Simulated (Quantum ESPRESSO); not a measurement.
# HgTe (I-4m2) in Quantum ESPRESSO: settings compared

The runs below take HgTe through band structure, single point, equation of state, with PBEsol, LDA.

Everything below comes from runs of Quantum ESPRESSO 7.5. Logs are shortened: lines on timing, memory, paths and dates and some standing lists are left out, and cuts for length are marked.

### 1 The structure

Symmetry: I-4m2, No. 119, tetragonal system. The conventional cell has a = 6.091 Å, b = 6.091 Å, c = 3.119 Å, α = 90.00°, β = 90.00°, γ = 90.00°. Hg (site symmetry -4m2) is surrounded by 2 Hg at 3.12 Å and 4 Te at 3.14 Å. Around Te (site symmetry -4m2) lie 2 Te at 3.12 Å and 4 Hg at 3.14 Å.

Measurements of this composition are mostly on another form, of space group No. 216.

### 2 Band structure, PBEsol

Contents of pw.in:

```
&CONTROL
  calculation = 'scf'
  prefix = 'pwscf'
  outdir = './tmp'
  pseudo_dir = './pseudo'
  tprnfor = .true.
  tstress = .true.
  disk_io = 'low'
/
&SYSTEM
  ibrav = 0
  celldm(1) = 8
  nat = 2
  ntyp = 2
  ecutwfc = 45
  ecutrho = 360
  nbnd = 15
  occupations = 'smearing'
  smearing = 'fd'
  degauss = 0.00367493
/
&ELECTRONS
  conv_thr = 4d-10
  electron_maxstep = 120
  mixing_beta = 0.5
/
ATOMIC_SPECIES
Hg   200.5920 hg_pbesol_v1.uspp.F.UPF
Te   127.6000 te_pbesol_v1.uspp.F.UPF
CELL_PARAMETERS alat
 -0.7194194442923   0.7194194442923   0.3683572270003
  0.7194194442923  -0.7194194442923   0.3683572270003
  0.7194194442923   0.7194194442923  -0.3683572270003
ATOMIC_POSITIONS crystal
Hg     0.7500000000    0.2500000000    0.5000000000
Te     0.0000000000    0.0000000000    0.0000000000
K_POINTS automatic
10 10 10 0 0 0
```

Contents of bands.in:

```
&CONTROL
  calculation = 'bands'
  prefix = 'pwscf'
  outdir = './tmp'
  pseudo_dir = './pseudo'
  disk_io = 'low'
  verbosity = 'high'
/
&SYSTEM
  ibrav = 0
  celldm(1) = 8
  nat = 2
  ntyp = 2
  ecutwfc = 45
  ecutrho = 360
  nbnd = 15
  occupations = 'smearing'
  smearing = 'fd'
  degauss = 0.00367493
/
&ELECTRONS
  conv_thr = 1d-08
  electron_maxstep = 120
  mixing_beta = 0.5
  diago_full_acc = .true.
  startingwfc = 'random'
/
ATOMIC_SPECIES
Hg   200.5920 hg_pbesol_v1.uspp.F.UPF
Te   127.6000 te_pbesol_v1.uspp.F.UPF
CELL_PARAMETERS alat
 -0.7194194442923   0.7194194442923   0.3683572270003
  0.7194194442923  -0.7194194442923   0.3683572270003
  0.7194194442923   0.7194194442923  -0.3683572270003
ATOMIC_POSITIONS crystal
Hg     0.7500000000    0.2500000000    0.5000000000
Te     0.0000000000    0.0000000000    0.0000000000
K_POINTS crystal
60
 0.0000000000  0.0000000000  0.0000000000 1
 0.0000000000  0.0000000000  0.1000000000 1
 0.0000000000  0.0000000000  0.2000000000 1
 0.0000000000  0.0000000000  0.3000000000 1
 0.0000000000  0.0000000000  0.4000000000 1
 0.0000000000  0.0000000000  0.5000000000 1
-0.1000000000  0.1000000000  0.5000000000 1
-0.2000000000  0.2000000000  0.5000000000 1
-0.3000000000  0.3000000000  0.5000000000 1
-0.4000000000  0.4000000000  0.5000000000 1
-0.5000000000  0.5000000000  0.5000000000 1
-0.4375000000  0.4375000000  0.4375000000 1
-0.3750000000  0.3750000000  0.3750000000 1
-0.3125000000  0.3125000000  0.3125000000 1
-0.2500000000  0.2500000000  0.2500000000 1
-0.1875000000  0.1875000000  0.1875000000 1
-0.1250000000  0.1250000000  0.1250000000 1
-0.0625000000  0.0625000000  0.0625000000 1
 0.0000000000  0.0000000000  0.0000000000 1
 0.0315541150  0.0315541150 -0.0315541150 1
 0.0631082299  0.0631082299 -0.0631082299 1
 0.0946623449  0.0946623449 -0.0946623449 1
 0.1262164599  0.1262164599 -0.1262164599 1
 0.1577705748  0.1577705748 -0.1577705748 1
 0.1893246898  0.1893246898 -0.1893246898 1
 0.2208788048  0.2208788048 -0.2208788048 1
 0.2524329197  0.2524329197 -0.2524329197 1
 0.2839870347  0.2839870347 -0.2839870347 1
 0.3155411497  0.3155411497 -0.3155411497 1
 0.3046176247  0.3046176247 -0.2212842914 1
 0.2936940998  0.2936940998 -0.1270274331 1
 0.2827705748  0.2827705748 -0.0327705748 1
 0.2718470499  0.2718470499  0.0614862834 1
 0.2609235249  0.2609235249  0.1557431417 1
 0.2500000000  0.2500000000  0.2500000000 1
 0.1875000000  0.3125000000  0.1875000000 1
 0.1250000000  0.3750000000  0.1250000000 1
 0.0625000000  0.4375000000  0.0625000000 1
 0.0000000000  0.5000000000  0.0000000000 1
-0.0788852874  0.5461147126  0.0788852874 1
-0.1577705748  0.5922294252  0.1577705748 1
-0.2366558623  0.6383441377  0.2366558623 1
-0.3155411497  0.6844588503  0.3155411497 1
-0.3418924140  0.6581075860  0.3418924140 1
-0.3682436783  0.6317563217  0.3682436783 1
-0.3945949427  0.6054050573  0.3945949427 1
-0.4209462070  0.5790537930  0.4209462070 1
-0.4472974713  0.5527025287  0.4472974713 1
-0.4736487357  0.5263512643  0.4736487357 1
-0.5000000000  0.5000000000  0.5000000000 1
 0.0000000000  0.0000000000  0.5000000000 1
 0.0277777778  0.0277777778  0.4722222222 1
 0.0555555556  0.0555555556  0.4444444444 1
 0.0833333333  0.0833333333  0.4166666667 1
 0.1111111111  0.1111111111  0.3888888889 1
 0.1388888889  0.1388888889  0.3611111111 1
 0.1666666667  0.1666666667  0.3333333333 1
 0.1944444444  0.1944444444  0.3055555556 1
 0.2222222222  0.2222222222  0.2777777778 1
 0.2500000000  0.2500000000  0.2500000000 1
```

Potentials or basis: GBRV 1.5 PBEsol.

Launch:

```
> OMP_NUM_THREADS=1 mpirun -n 2 pw.x -nk 2 -in pw.in > pw.out
> OMP_NUM_THREADS=1 mpirun -n 2 pw.x -nk 2 -in bands.in > bands.out
```

pw.out:

```text
This program is part of the open-source Quantum ESPRESSO suite
     for quantum simulation of materials; please cite
[... 13 lines left out ...]
     --------------------
     sticks:   dense  smooth     PW     G-vecs:    dense   smooth      PW
     Sum        1373     687    251                44989    15953    3411

     Using Slab Decomposition

     bravais-lattice index     =            0
     lattice parameter (alat)  =       8.0000  a.u.
     unit-cell volume          =     390.4483 (a.u.)^3
     number of atoms/cell      =            2
     number of atomic types    =            2
     number of electrons       =        18.00
     number of Kohn-Sham states=           15
     kinetic-energy cutoff     =      45.0000  Ry
     charge density cutoff     =     360.0000  Ry
     scf convergence threshold =      4.0E-10
     mixing beta               =       0.5000
     number of iterations used =            8  plain     mixing
     Exchange-correlation= SLA  PW   PSX  PSC
                           (   1   4  10   8   0   0   0)

     celldm(1)=   8.000000  celldm(2)=   0.000000  celldm(3)=   0.000000
     celldm(4)=   0.000000  celldm(5)=   0.000000  celldm(6)=   0.000000

     crystal axes: (cart. coord. in units of alat)
               a(1) = (  -0.719419   0.719419   0.368357 )
               a(2) = (   0.719419  -0.719419   0.368357 )
               a(3) = (   0.719419   0.719419  -0.368357 )

     reciprocal axes: (cart. coord. in units 2 pi/alat)
               b(1) = (  0.000000  0.695005  1.357378 )
               b(2) = (  0.695005  0.000000  1.357378 )
               b(3) = (  0.695005  0.695005  0.000000 )

     PseudoPot. # 1 for Hg read from file:
     hg_pbesol_v1.uspp.F.UPF
     Pseudo is Ultrasoft + core correction, Zval = 12.0
     Generated by new atomic code, or converted to UPF format
     Using radial grid of  985 points,  6 beta functions with:
                l(1) =   0
                l(2) =   0
                l(3) =   1
                l(4) =   1
                l(5) =   2
                l(6) =   2
     Q(r) pseudized with  8 coefficients,  rinner =    2.000   2.000   2.000
                                                       2.000   2.000

     PseudoPot. # 2 for Te read from file:
     te_pbesol_v1.uspp.F.UPF
     Pseudo is Ultrasoft + core correction, Zval =  6.0
     Generated by new atomic code, or converted to UPF format
     Using radial grid of  891 points,  5 beta functions with:
                l(1) =   0
                l(2) =   0
                l(3) =   1
                l(4) =   1
                l(5) =   2
     Q(r) pseudized with  6 coefficients,  rinner =    1.800   1.800   1.800
                                                       1.800   1.800

     atomic species   valence    mass     pseudopotential
     Hg               12.00   200.59200     Hg( 1.00)
     Te                6.00   127.60000     Te( 1.00)

      8 Sym. Ops. (no inversion) found

   Cartesian axes

     site n.     atom                  positions (alat units)
         1        Hg     tau(   1) = (   0.0000000   0.7194194   0.1841786  )
         2        Te     tau(   2) = (   0.0000000   0.0000000   0.0000000  )

     number of k points=   102  Fermi-Dirac smearing, width (Ry)=  0.0037

     Number of k-points >= 100: set verbosity='high' to print them.

     Dense  grid:    44989 G-vectors     FFT dimensions: (  54,  54,  54)

     Smooth grid:    15953 G-vectors     FFT dimensions: (  40,  40,  40)

     Initial potential from superposition of free atoms

     starting charge      17.9997, renormalised to      18.0000
     Starting wfcs are   13 randomized atomic wfcs +    2 random wfcs

     Self-consistent Calculation

     iteration #  1     ecut=    45.00 Ry     beta= 0.50
     Davidson diagonalization with overlap
     ethr =  1.00E-02,  avg # of iterations =  4.9

     Threshold (ethr) on eigenvalues was too large:
     Diagonalizing with lowered threshold

     Davidson diagonalization with overlap
     ethr =  2.62E-04,  avg # of iterations =  2.9

     total energy              =    -133.93851726 Ry
     estimated scf accuracy    <       0.04544177 Ry

     iteration #  2     ecut=    45.00 Ry     beta= 0.50
     Davidson diagonalization with overlap
     ethr =  2.52E-04,  avg # of iterations =  2.0

     total energy              =    -133.95065871 Ry
     estimated scf accuracy    <       0.02181886 Ry

     iteration #  3     ecut=    45.00 Ry     beta= 0.50
     Davidson diagonalization with overlap
     ethr =  1.21E-04,  avg # of iterations =  1.8

     total energy              =    -133.95460709 Ry
     estimated scf accuracy    <       0.00062084 Ry

     iteration #  4     ecut=    45.00 Ry     beta= 0.50
     Davidson diagonalization with overlap
     ethr =  3.45E-06,  avg # of iterations =  6.7

     total energy              =    -133.95469996 Ry
     estimated scf accuracy    <       0.00002833 Ry

     iteration #  5     ecut=    45.00 Ry     beta= 0.50
     Davidson diagonalization with overlap
     ethr =  1.57E-07,  avg # of iterations =  3.8

     total energy              =    -133.95471370 Ry
     estimated scf accuracy    <       0.00000215 Ry

     iteration #  6     ecut=    45.00 Ry     beta= 0.50
     Davidson diagonalization with overlap
     ethr =  1.19E-08,  avg # of iterations =  2.9

     total energy              =    -133.95471406 Ry
     estimated scf accuracy    <       0.00000037 Ry

     iteration #  7     ecut=    45.00 Ry     beta= 0.50
     Davidson diagonalization with overlap
     ethr =  2.07E-09,  avg # of iterations =  2.2

     total energy              =    -133.95471413 Ry
     estimated scf accuracy    <       0.00000002 Ry

     iteration #  8     ecut=    45.00 Ry     beta= 0.50
     Davidson diagonalization with overlap
     ethr =  1.25E-10,  avg # of iterations =  3.6

     total energy              =    -133.95471414 Ry
     estimated scf accuracy    <          5.8E-09 Ry

     iteration #  9     ecut=    45.00 Ry     beta= 0.50
     Davidson diagonalization with overlap
     ethr =  3.23E-11,  avg # of iterations =  2.0

     End of self-consistent calculation

     Number of k-points >= 100: set verbosity='high' to print the bands.

     the Fermi energy is     7.7811 ev

!    total energy              =    -133.95471414 Ry
     estimated scf accuracy    <          5.5E-11 Ry
     smearing contrib. (-TS)   =      -0.00073658 Ry
     internal energy E=F+TS    =    -133.95397757 Ry

     The total energy is F=E-TS. E is the sum of the following terms:
     one-electron contribution =     -20.88661387 Ry
     hartree contribution      =      24.31003917 Ry
     xc contribution           =     -52.99413199 Ry
     ewald contribution        =     -84.38327088 Ry

     convergence has been achieved in   9 iterations

     Forces acting on atoms (cartesian axes, Ry/au):

     atom    1 type  1   force =     0.00000000    0.00000000    0.00000000
     atom    2 type  2   force =     0.00000000    0.00000000    0.00000000

     Total force =     0.000000     Total SCF correction =     0.000000

     Computing stress (Cartesian axis) and pressure

          total   stress  (Ry/bohr**3)                   (kbar)     P=      -32.98
  -0.00032124  -0.00000000   0.00000000          -47.26       -0.00        0.00
  -0.00000000  -0.00032124   0.00000000           -0.00      -47.26        0.00
   0.00000000   0.00000000  -0.00003010            0.00        0.00       -4.43

=------------------------------------------------------------------------------=
   JOB DONE.
=------------------------------------------------------------------------------=
```

Wall time 28 s (2 MPI ranks of AMD EPYC 9R45 (Zen 5), shared host); peak memory 0.38 GiB.

Results:

```
Free energy            : -1822.5467 eV
Pressure               : -3.3 GPa
Band gap on the k mesh : none (metal or under the smearing width)
```

Stress tensor (GPa, compression positive):
```
-4.73  0.00  0.00
 0.00 -4.73  0.00
 0.00  0.00 -0.44
```

Levels at the corners of the path, in eV from the Fermi level:
```
point  band 7  band 8  band 9  band 10  band 11  band 12
    Γ   -3.47   -2.37   -2.37     3.57     4.60     7.01
    X   -6.03   -0.81    1.55     1.92     2.90     3.47
    M   -4.40   -4.28   -4.28     3.24     7.31     8.04
    Γ   -3.47   -2.37   -2.37     3.57     4.60     7.01
    Z   -3.68   -2.13   -2.13    -2.09     4.05     5.67
    P   -4.47   -2.77   -1.75     2.23     3.14     5.45
    N   -4.46   -1.88   -1.03    -0.15     3.24     3.77
   Z1   -3.68   -2.13   -2.13    -2.09     4.05     5.67
    M   -4.40   -4.28   -4.28     3.24     7.31     8.04
    X   -6.03   -0.81    1.55     1.92     2.90     3.47
    P   -4.47   -2.77   -1.75     2.23     3.14     5.45
```

Caveat: spin-orbit coupling is left out, which moves the levels of the heavy elements.

### 3 Single point, LDA, 27.19 Å³/atom

Contents of pw.in:

```
&CONTROL
  calculation = 'scf'
  prefix = 'pwscf'
  outdir = './tmp'
  pseudo_dir = './pseudo'
  tstress = .true.
  disk_io = 'nowf'
/
&SYSTEM
  ibrav = 0
  nat = 2
  ntyp = 2
  ecutwfc = 45
  ecutrho = 360
  nbnd = 15
  occupations = 'smearing'
  smearing = 'fd'
  degauss = 0.00367493
/
&ELECTRONS
  conv_thr = 4d-10
  electron_maxstep = 120
  mixing_beta = 0.5
/
ATOMIC_SPECIES
Hg   200.5920 hg_lda_v1.uspp.F.UPF
Te   127.6000 te_lda_v1.uspp.F.UPF
CELL_PARAMETERS angstrom
  -2.9834303915    2.9834303915    1.5275763738
   2.9834303915   -2.9834303915    1.5275763738
   2.9834303915    2.9834303915   -1.5275763738
ATOMIC_POSITIONS crystal
Hg     0.7500000000    0.2500000000    0.5000000000
Te     0.0000000000    0.0000000000    0.0000000000
K_POINTS automatic
10 10 10 0 0 0
```

Potentials or basis: GBRV 1.5 LDA.

Launch:

```
> OMP_NUM_THREADS=1 mpirun -n 2 pw.x -nk 2 -in pw.in > pw.out
```

Wall time 16 s (2 MPI ranks of AMD EPYC 9R45 (Zen 5), shared host); peak memory 0.36 GiB.

It converged, with:

* Free energy: -1823.8984 eV
* Pressure: -2.3 GPa
* Band gap on the k mesh: none (metal or under the smearing width)

### 4 Single point, LDA, 27.77 Å³/atom

Edit pw.in of step 3 so:

```diff
@@ -28,5 +28,5 @@
 CELL_PARAMETERS angstrom
-  -2.9834303915    2.9834303915    1.5275763738
-   2.9834303915   -2.9834303915    1.5275763738
-   2.9834303915    2.9834303915   -1.5275763738
+  -3.0044411569    3.0044411569    1.5383343083
+   3.0044411569   -3.0044411569    1.5383343083
+   3.0044411569    3.0044411569   -1.5383343083
 ATOMIC_POSITIONS crystal
```

Launch:

```
> OMP_NUM_THREADS=1 mpirun -n 2 pw.x -nk 2 -in pw.in > pw.out
```

Wall time 16 s (2 MPI ranks of AMD EPYC 9R45 (Zen 5), shared host); peak memory 0.38 GiB.

The run converged. Its results:

* Free energy: -1823.8781 eV
* Pressure: -3.3 GPa
* Band gap on the k mesh: none (metal or under the smearing width)

### 5 Single point, LDA, 28.35 Å³/atom

Edit pw.in of step 4 so:

```diff
@@ -28,5 +28,5 @@
 CELL_PARAMETERS angstrom
-  -3.0044411569    3.0044411569    1.5383343083
-   3.0044411569   -3.0044411569    1.5383343083
-   3.0044411569    3.0044411569   -1.5383343083
+  -3.0251620955    3.0251620955    1.5489438457
+   3.0251620955   -3.0251620955    1.5489438457
+   3.0251620955    3.0251620955   -1.5489438457
 ATOMIC_POSITIONS crystal
```

Launch:

```
> OMP_NUM_THREADS=1 mpirun -n 2 pw.x -nk 2 -in pw.in > pw.out
```

Wall time 16 s (2 MPI ranks of AMD EPYC 9R45 (Zen 5), shared host); peak memory 0.38 GiB.

The run converged. Its results:

```yaml
Free_energy: -1823.8515 eV
Pressure: -4.1 GPa
Band_gap_on_the_k_mesh: none (metal or under the smearing width)
```

### 6 Single point, LDA, 28.93 Å³/atom

Edit pw.in of step 5 so:

```diff
@@ -28,5 +28,5 @@
 CELL_PARAMETERS angstrom
-  -3.0251620955    3.0251620955    1.5489438457
-   3.0251620955   -3.0251620955    1.5489438457
-   3.0251620955    3.0251620955   -1.5489438457
+  -3.0456030000    3.0456030000    1.5594100000
+   3.0456030000   -3.0456030000    1.5594100000
+   3.0456030000    3.0456030000   -1.5594100000
 ATOMIC_POSITIONS crystal
```

Potentials or basis: GBRV 1.5 LDA.

Launch:

```
> OMP_NUM_THREADS=1 mpirun -n 2 pw.x -nk 2 -in pw.in > pw.out
```

Run time: 16 s. Hardware: 2 MPI ranks of AMD EPYC 9R45 (Zen 5), shared host; peak memory 0.38 GiB.

Results (log left out):

| Property | Result |
| --- | --- |
| Free energy | -1823.8192 eV |
| Pressure | -4.8 GPa |
| Band gap on the k mesh | none (metal or under the smearing width) |

### 7 Single point, LDA, 29.51 Å³/atom

Edit pw.in of step 6 so:

```diff
@@ -28,5 +28,5 @@
 CELL_PARAMETERS angstrom
-  -3.0456030000    3.0456030000    1.5594100000
-   3.0456030000   -3.0456030000    1.5594100000
-   3.0456030000    3.0456030000   -1.5594100000
+  -3.0657731441    3.0657731441    1.5697375195
+   3.0657731441   -3.0657731441    1.5697375195
+   3.0657731441    3.0657731441   -1.5697375195
 ATOMIC_POSITIONS crystal
```

Launch:

```
> OMP_NUM_THREADS=1 mpirun -n 2 pw.x -nk 2 -in pw.in > pw.out
```

Wall time 16 s (2 MPI ranks of AMD EPYC 9R45 (Zen 5), shared host); peak memory 0.38 GiB.

Results (log left out):

```yaml
Free_energy: -1823.7820 eV
Pressure: -5.5 GPa
Band_gap_on_the_k_mesh: none (metal or under the smearing width)
```

### 8 Single point, LDA, 30.09 Å³/atom

Edit pw.in of step 7 so:

```diff
@@ -28,5 +28,5 @@
 CELL_PARAMETERS angstrom
-  -3.0657731441    3.0657731441    1.5697375195
-   3.0657731441   -3.0657731441    1.5697375195
-   3.0657731441    3.0657731441   -1.5697375195
+  -3.0856813198    3.0856813198    1.5799309059
+   3.0856813198   -3.0856813198    1.5799309059
+   3.0856813198    3.0856813198   -1.5799309059
 ATOMIC_POSITIONS crystal
```

Launch:

```
> OMP_NUM_THREADS=1 mpirun -n 2 pw.x -nk 2 -in pw.in > pw.out
```

Wall time 17 s (2 MPI ranks of AMD EPYC 9R45 (Zen 5), shared host); peak memory 0.34 GiB.

The run converged. Its results:

```
Free energy            : -1823.7407 eV
Pressure               : -6.0 GPa
Band gap on the k mesh : none (metal or under the smearing width)
```

### 9 Single point, LDA, 30.66 Å³/atom

Edit pw.in of step 8 so:

```diff
@@ -28,5 +28,5 @@
 CELL_PARAMETERS angstrom
-  -3.0856813198    3.0856813198    1.5799309059
-   3.0856813198   -3.0856813198    1.5799309059
-   3.0856813198    3.0856813198   -1.5799309059
+  -3.1053358708    3.1053358708    1.5899944314
+   3.1053358708   -3.1053358708    1.5899944314
+   3.1053358708    3.1053358708   -1.5899944314
 ATOMIC_POSITIONS crystal
```

Potentials or basis: GBRV 1.5 LDA.

Launch:

```
> OMP_NUM_THREADS=1 mpirun -n 2 pw.x -nk 2 -in pw.in > pw.out
```

Run time: 17 s. Hardware: 2 MPI ranks of AMD EPYC 9R45 (Zen 5), shared host; peak memory 0.34 GiB.

Results (log left out):

| Quantity | Value |
| --- | --- |
| Free energy | -1823.6958 eV |
| Pressure | -6.5 GPa |
| Band gap on the k mesh | none (metal or under the smearing width) |

### 10 Equation of state, LDA

Potentials or basis: GBRV 1.5 LDA.

No new run: the results of the series are fitted here.

Results:

```
Equilibrium volume                        : 26.07 Å³/atom (rough: see the caveat)
Bulk modulus at fixed shape and positions : 61 GPa (rough)
```

Energy against volume, from the lowest point:
| volume (Å³/atom) | energy (meV/atom) |
| --- | --- |
| 27.193 | 0.00 |
| 27.772 | 10.12 |
| 28.351 | 23.45 |
| 28.929 | 39.60 |
| 29.508 | 58.17 |
| 30.086 | 78.83 |
| 30.665 | 101.27 |

Caveat: the minimum lies outside the volumes run; the cell was scaled at fixed shape and fractional positions, which overstates the stiffness of a crystal with free parameters, most of all of layers and chains.

### 11 The reference run

An earlier run on the cell as given: functional PBEsol; potentials or basis GBRV 1.5 PBEsol; cutoff 612 eV; density cutoff 4898 eV; k mesh 10 × 10 × 10; occupations fermi-dirac, width 0.05 eV; no spin polarisation.

- Pressure: -3.3 GPa
- Band gap on the k mesh: none (metal or under the smearing width)

### 12 The runs side by side

```csv
task,level,potentials or basis,form of the LDA correlation,gap on the mesh (eV),pressure (GPa)
band structure,PBEsol,GBRV 1.5 PBEsol,-,none,-3.3
equation of state,LDA,GBRV 1.5 LDA,PZ81,-,-
single point,PBEsol,GBRV 1.5 PBEsol,-,none,-3.3
```

Alike in all rows: no spin polarisation; cell as given; k mesh 10 × 10 × 10; cutoff (eV) 612; smearing fermi-dirac 0.05 eV.

Caveats: spin-orbit coupling is left out, which moves the levels of the heavy elements (some runs); the minimum lies outside the volumes run (some runs); the cell was scaled at fixed shape and fractional positions, which overstates the stiffness of a crystal with free parameters, most of all of layers and chains (some runs).

Absolute energies hang on the potentials; compare differences alone.
